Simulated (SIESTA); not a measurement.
Crystal: SnO2.

```
Sn O
1.0
     1.61709    0.93363    4.80059
    -1.61709    0.93363    4.80059
     0.00000   -1.86726    4.80059
Sn O
1 2
Cartesian
  0.0000 0.0000 7.2009
  0.0000 0.0000 10.9861
  0.0000 0.0000 3.4157
```

Measurements of this composition are mostly on another form, of space group No. 136.

Base run:

| Quantity | Value |
| --- | --- |
| Program | SIESTA 5.4.2 |
| Functional | LDA |
| Potentials or basis | PseudoDojo 0.4 standard (LDA files) |
| Basis | DZP (energy shift 0.003 Ry; two zetas on semicore shells) |
| Grid cutoff | 800 Ry |
| Energy shift | 0.003 Ry |
| k mesh | 10 × 10 × 10 |
| Occupations | fermi-dirac, width 0.05 eV |
| Spin | no spin polarisation |

Its results: band gap on the k mesh 1.70 eV, indirect (least direct gap 1.78 eV); pressure -4.4 GPa; largest force 0.211 eV/Å.

Task: The run is repeated on the same cell with these changes: functional from LDA to PBEsol; potentials or basis from PseudoDojo 0.4 standard (LDA files) to PseudoDojo 0.4 standard (PBEsol files). What comes out?

Result: Band gap on the k mesh 1.78 eV, indirect (least direct gap 1.85 eV); pressure 0.1 GPa; largest force 0.095 eV/Å.

Caveats: spin-orbit coupling is left out, which moves the levels of the heavy elements; the basis of atomic orbitals isn't converged, which shifts pressures, moduli and gaps.
